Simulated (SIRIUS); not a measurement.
Crystal: W.

```xyz
1
Lattice="-1.5823 1.5823 1.5823 1.5823 -1.5823 1.5823 1.5823 1.5823 -1.5823" Properties=species:S:1:pos:R:3 pbc="T T T"
W     0.0000    0.0000    0.0000
```

Base run:

- Program: SIRIUS 7.12.0
- Functional: PBE
- Potentials or basis: PseudoDojo 0.4.1 PBE standard (scalar relativistic)
- Cutoff: 1030 eV
- Density cutoff: 4119 eV
- k mesh: 12 × 12 × 12
- Occupations: fermi-dirac, width 0.05 eV
- Spin: no spin polarisation

Its results: band gap on the k mesh none (metal or under the smearing width); pressure 5.9 GPa.

Question: After a change of settings the same cell gave: band gap on the k mesh none (metal or under the smearing width); pressure 2.7 GPa. Which change was it?
A. potentials or basis from PseudoDojo 0.4.1 PBE standard (scalar relativistic) to GBRV 1.5 PBE (ultrasoft); cutoff from 1030 eV to 557 eV; density cutoff from 4119 eV to 5442 eV
B. functional from PBE to BP86; libxc names from ["XC_GGA_X_PBE", "XC_GGA_C_PBE"] to ["XC_GGA_X_B88", "XC_GGA_C_P86"]
C. functional from PBE to RPBE; libxc names from ["XC_GGA_X_PBE", "XC_GGA_C_PBE"] to ["XC_GGA_X_RPBE", "XC_GGA_C_PBE"]
D. potentials or basis from PseudoDojo 0.4.1 PBE standard (scalar relativistic) to PseudoDojo 0.5 PBE stringent (scalar relativistic)

Answer: A.

Not every run made on this cell is shown here.
